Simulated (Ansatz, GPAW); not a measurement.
## A script for GaN (GLLB-SC)

These are simulated results from GPAW 26.7.0, not measurements. The cell was built from a prototype and was relaxed with r2SCAN in plane waves (Ansatz 0.2.0). Not every such cell is a known phase. All runs are without spin polarisation.

Space group P6_3/mmc (No. 194), hexagonal; a = 3.300 Å, c = 4.756 Å in the conventional setting, 11.21 Å³ an atom. Ga is surrounded by 3 N at 1.91 Å; N is surrounded by 3 Ga at 1.91 Å.

GLLB-SC is a model potential. Its fundamental gap is the Kohn-Sham gap plus a derivative discontinuity, which the script evaluates at the band edges among the listed k points. Its total energy isn't variational and serves nothing here.

The script, run.py:

```python
import json
from ase import Atoms
from gpaw import GPAW, PW, FermiDirac

atoms = Atoms(['Ga', 'Ga', 'N', 'N'],
              cell=[[3.300035, 0.0, 0.0], [-1.650017, 2.857914, 0.0], [0.0, 0.0, 4.755875]],
              scaled_positions=[[0.333333, 0.666667, 0.25], [0.666667, 0.333333, 0.75], [0.666667, 0.333333, 0.25], [0.333333, 0.666667, 0.75]],
              pbc=True)
calc = GPAW(mode=PW(400), xc='GLLBSC', kpts={'size': (6, 6, 4), 'gamma': True},
            occupations=FermiDirac(0.02), maxiter=100, legacy_gpaw=True, txt='gpaw.txt')
atoms.calc = calc
res = {'energy': atoms.get_potential_energy(force_consistent=True)}
res['electrons'] = calc.get_number_of_electrons()
res['k'] = calc.get_ibz_k_points().tolist()
res['levels'] = [calc.get_eigenvalues(kpt=i).tolist() for i in range(len(res['k']))]
points = [[0.0, 0.0, 0.0], [0.5, 0.0, 0.0], [0.333333, 0.333333, 0.0], [0.0, 0.0, 0.5], [0.5, 0.0, 0.5], [0.333333, 0.333333, 0.5]]
bands = calc.fixed_density(kpts=points, symmetry='off', nbands=round(res['electrons']) // 2 + 6, convergence={'bands': -2}, txt='bands.txt')
res['points'] = [bands.get_eigenvalues(kpt=i).tolist() for i in range(len(points))]
homo, lumo = bands.get_homo_lumo()
potential = calc.hamiltonian.xc.response.calculate_discontinuity_potential(homo, lumo)
res['discontinuity'] = bands.hamiltonian.xc.response.calculate_discontinuity(potential)
json.dump(res, open('results.json', 'w'))
print('free energy (eV):', round(res['energy'], 5))
```

Command: `python run.py`. It took 21 s on 1 thread of Arm Neoverse V1 (shared host), peak memory 0.17 GiB.

The log gpaw.txt, trimmed of paths, versions and times, then the last line on the terminal. An iter line gives the energy in eV and the logarithms of the changes of orbitals (plane waves alone) and density (c: converged):

```
___ ___ ___ _ _ _
 |   |   |_  | | | |

 | | | | | . | | | |

 |__ |  _|___|_____|  26.7.0
 |___|_|

Input parameters:
  kpts: {gamma: True,
         size: (6, 6, 4)}
  maxiter: 100
  mode: {ecut: 400.0,
         name: pw}
  occupations: {fixmagmom: False,
                name: fermi-dirac,
                width: 0.02}
  xc: GLLBSC

System changes: positions, numbers, cell, pbc, initial_charges, initial_magmoms

Initialize ...

species:
  Ga:
    name:    Gallium
    Z:       31.0
    valence: 3
    core:    28
    charge:  0.0  # [|e|]
    compensation charges:
      type: gauss
      rc: 0.37  # [Å]
      lmax: 2
    cutoffs:
      filter: 2.06  # [Å]
      core: 4.02  # [Å]
    projectors
    | kind |    occ | energy [eV] | rcut [Å] |

    |------|--------|-------------|----------|

    |   4s |  2.000 |      -9.380 |    1.164 |

    |   4p |  1.000 |      -3.146 |    1.164 |

    |    s |        |      17.831 |    1.164 |

    |    p |        |      24.065 |    1.164 |

    |    d |        |       0.000 |    1.164 |

    Using partial waves for Ga as LCAO basis

  N:
    name:    Nitrogen
    Z:       7.0
    valence: 5
    core:    2
    charge:  0.0  # [|e|]
    compensation charges:
      type: gauss
      rc: 0.18  # [Å]
      lmax: 2
    cutoffs:
      filter: 1.11  # [Å]
      core: 0.96  # [Å]
    projectors
    | kind |    occ | energy [eV] | rcut [Å] |

    |------|--------|-------------|----------|

    |   2s |  2.000 |     -22.351 |    0.603 |

    |   2p |  3.000 |     -10.227 |    0.529 |

    |    s |        |       4.860 |    0.603 |

    |    p |        |      16.985 |    0.529 |

    |    d |        |       0.000 |    0.577 |

    Using partial waves for N as LCAO basis

Reference energy: -108638.971975  # eV

Spin-paired calculation

Convergence criteria:
 Maximum [total energy] change in last 3 cyles: 0.0005 eV / valence electron
 Maximum integral of absolute [dens]ity change: 0.0001 electrons / valence electron
 Maximum integral of absolute [eigenst]ate change: 4e-08 eV^2 / valence electron
 Maximum number of scf [iter]ations: 100
 (Square brackets indicate name in SCF output, whereas a 'c' in
 the SCF output indicates the quantity has converged.)

Symmetries present (total): 2

  ( 1  0  0)  (-1  0  0)
  ( 0  1  0)  ( 0 -1  0)
  ( 0  0  1)  ( 0  0 -1)

144 k-points: 6 x 6 x 4 Monkhorst-Pack grid + [1/12,1/12,1/8]
76 k-points in the irreducible part of the Brillouin zone
       k-points in crystal coordinates                weights
   0:     0.00000000    0.00000000    0.00000000          1/144
   1:     0.00000000    0.00000000    0.25000000          2/144
   2:     0.00000000    0.00000000    0.50000000          1/144
   3:     0.00000000    0.16666667   -0.25000000          2/144
   4:     0.00000000    0.16666667    0.00000000          2/144
   5:     0.00000000    0.16666667    0.25000000          2/144
   6:     0.00000000    0.16666667    0.50000000          2/144
   7:     0.00000000    0.33333333   -0.25000000          2/144
   8:     0.00000000    0.33333333    0.00000000          2/144
   9:     0.00000000    0.33333333    0.25000000          2/144
          ...
  75:     0.50000000    0.50000000    0.50000000          1/144

Wave functions: Plane wave expansion
  Cutoff energy: 400.000 eV
  Number of coefficients (min, max): 798, 828
  Pulay-stress correction: 0.000000 eV/Ang^3 (de/decut=0.000000)
  Using FFTW library
  ScaLapack parameters: grid=1x1, blocksize=None
  Wavefunction extrapolation:
    Improved wavefunction reuse through dual PAW basis

Occupation numbers: Fermi-Dirac:
  width: 0.0200  # eV

Eigensolver
   Davidson(niter=2)

Densities:
  Coarse grid: 16*16*24 grid
  Fine grid: 32*32*48 grid
  Total Charge: 0.000000

Density mixing:
  Method: separate
  Backend: msr1
  Linear mixing parameter: 0.05
  old densities: 10
  Width of damping distribution: 1.1
  Damping of long wavelength oscillations: 20

Hamiltonian:
  XC and Coulomb potentials evaluated on a 32*32*48 grid
  Using the GLLBSC Exchange-Correlation functional
  External potential:
    NoExternalPotential

XC parameters: GLLBSC functional being used consists of
  -----------------------------------------------------------------------
  | Weight | Module     | Description                                   |

  -----------------------------------------------------------------------
  |  1.000 | SCREENING  | GGA_X_PBE_SOL with 2 nearest neighbor stencil |

  |  1.000 | RESPONSE   | eps=0.0500 eV                                 |

  |  1.000 | XC         | GGA_C_PBE_SOL with 2 nearest neighbor stencil |

  -----------------------------------------------------------------------

Memory estimate:
  Process memory now: 110.28 MiB
  Calculator: 28.79 MiB
    Density: 3.24 MiB
      Arrays: 1.22 MiB
      Localized functions: 1.08 MiB
      Mixer: 0.94 MiB
    Hamiltonian: 0.82 MiB
      Arrays: 0.80 MiB
      XC: 0.00 MiB
      Poisson: 0.00 MiB
      vbar: 0.03 MiB
    Wavefunctions: 24.73 MiB
      Arrays psit_nG: 13.44 MiB
      Eigensolver: 0.27 MiB
      Projections: 0.84 MiB
      Projectors: 8.98 MiB
      PW-descriptor: 1.19 MiB

Total number of cores used: 1

Number of atoms: 4
Number of atomic orbitals: 16
Number of bands in calculation: 14
Number of valence electrons: 16
Bands to converge: occupied

... initialized

Initializing position-dependent things.

Density initialized from atomic densities
Creating initial wave functions:
  14 bands from LCAO basis set
Positions:
   0 Ga    -0.000001    1.905277    1.188969    ( 0.0000,  0.0000,  0.0000)
   1 Ga     1.650019    0.952637    3.566906    ( 0.0000,  0.0000,  0.0000)
   2 N      1.650019    0.952637    1.188969    ( 0.0000,  0.0000,  0.0000)
   3 N     -0.000001    1.905277    3.566906    ( 0.0000,  0.0000,  0.0000)

Unit cell:
           periodic     x           y           z      points  spacing
  1. axis:    yes    3.300035    0.000000    0.000000    16     0.1786
  2. axis:    yes   -1.650017    2.857914    0.000000    16     0.1786
  3. axis:    yes    0.000000    0.000000    4.755875    24     0.1982

  Lengths:   3.300035   3.300035   4.755875
  Angles:   90.000000  90.000000 119.999994

Effective grid spacing dv^(1/3) = 0.1940

iter:   1   -26.051854
iter:   2   -25.672839   -1.29  -0.51
iter:   3   -20.302365   -0.19  -0.55
iter:   4   -20.572027   -1.67  -1.24
iter:   5   -20.868296   -1.42  -1.39
iter:   6   -20.394249   -1.82  -1.30
iter:   7   -20.384258   -2.67  -2.20
iter:   8   -20.403255   -3.73  -3.00
iter:   9   -20.400936   -4.44  -3.30
iter:  10   -20.404646c  -5.53  -3.22
iter:  11   -20.405721c  -5.71  -3.49
iter:  12   -20.405746c  -6.80  -4.73c
iter:  13   -20.405545c  -7.88c -4.65c

Converged after 13 iterations.

Energy contributions relative to reference atoms: (reference = -108638.971975)

Kinetic:        +41.884915
Potential:      -29.168512
External:        +0.000000
XC:             -33.282455
Entropy (-ST):   -0.000000
Local:           +0.160507
SIC:             +0.000000
--------------------------
Free energy:    -20.405545
Extrapolated:   -20.405545

GLLBSC response reference energy: 5.83123 eV (from HOMO)

Showing only first 2 kpts
 Kpt  Band  Eigenvalues  Occupancy
  0     6      4.94519    2.00000
  0     7      5.83165    2.00000
  0     8      7.30161    0.00000
  0     9      8.36775    0.00000

  1     6      4.73928    2.00000
  1     7      4.73949    2.00000
  1     8      8.75358    0.00000
  1     9      8.85236    0.00000

Fermi level: 6.40103

Gap: 1.470 eV
Transition (v -> c):
  (s=0, k=0, n=7, [0.00, 0.00, 0.00]) -> (s=0, k=0, n=8, [0.00, 0.00, 0.00])
No difference between direct/indirect transitions

free energy (eV): -20.40554
```

The gap in the log is over the mesh alone; results.json adds the listed points. GLLB-SC gives a gap of 2.01 eV (1.470 eV Kohn-Sham over the listed points plus 0.541 eV discontinuity). On the same cell, plane-wave PBE (Ansatz, 12×12×6 k points and the special points) gives a gap of 1.46 eV and r2SCAN a gap of 1.87 eV; on shared hosts these took about 4.8 and 12 core-seconds on the 4-atom cell, against 21 for the script. Semilocal gaps usually lie below measured ones.
